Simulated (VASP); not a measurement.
A run of VASP 6.6.1:

INCAR

```
SYSTEM = NaI
ALGO     = Normal         ! electronic algorithm
EDIFF    = 1E-7           ! SCF threshold, eV
EDIFFG   = -0.01          ! ionic threshold
ENCUT    = 600            ! plane-wave cutoff, eV
GGA      = CA             ! functional
IBRION   = 2              ! ionic algorithm
ISIF     = 2              ! what is computed and relaxed
ISMEAR   = 0              ! smearing method
LASPH    = .TRUE.         ! aspherical terms in the spheres
LCHARG   = .FALSE.        ! write CHGCAR
LREAL    = .FALSE.        ! projectors in reciprocal space
LWAVE    = .FALSE.        ! write WAVECAR
NELM     = 80             ! most SCF steps
NSW      = 40             ! ionic steps
PREC     = Accurate       ! precision mode
SIGMA    = 0.03           ! smearing width, eV
```

File KPOINTS:

```
k-points
0
G
  8 8 8
  0 0 0
```

Contents of POSCAR:

```
NaI                                     
1.0
    0.0000000000      3.0667551479      3.0667551479
    3.0667551479      0.0000000000      3.0667551479
    3.0667551479      3.0667551479      0.0000000000
  Na              I             
     1     1
Direct
     0.0000000000000000    0.0000000000000000    0.0000000000000000
     0.5000000000000000    0.5000000000000000    0.5000000000000000
```

Potentials or basis: VASP PAW LDA potentials, release 64 (Na_pv, I).

Command:

```console
$ cat potpaw_LDA.64/Na_pv/POTCAR potpaw_LDA.64/I/POTCAR > POTCAR
$ mpirun -np 1 vasp_std > vasp.out
```

Hardware: 1 thread of AMD EPYC 9R45 (Zen 5) (shared host).

Task: Estimate the wall time of this run.

Result: Wall time 13 s on 1 thread of AMD EPYC 9R45 (Zen 5) (shared host), peak memory 0.14 GiB. Counts: scf iterations 11, k points 29, ion steps 1.
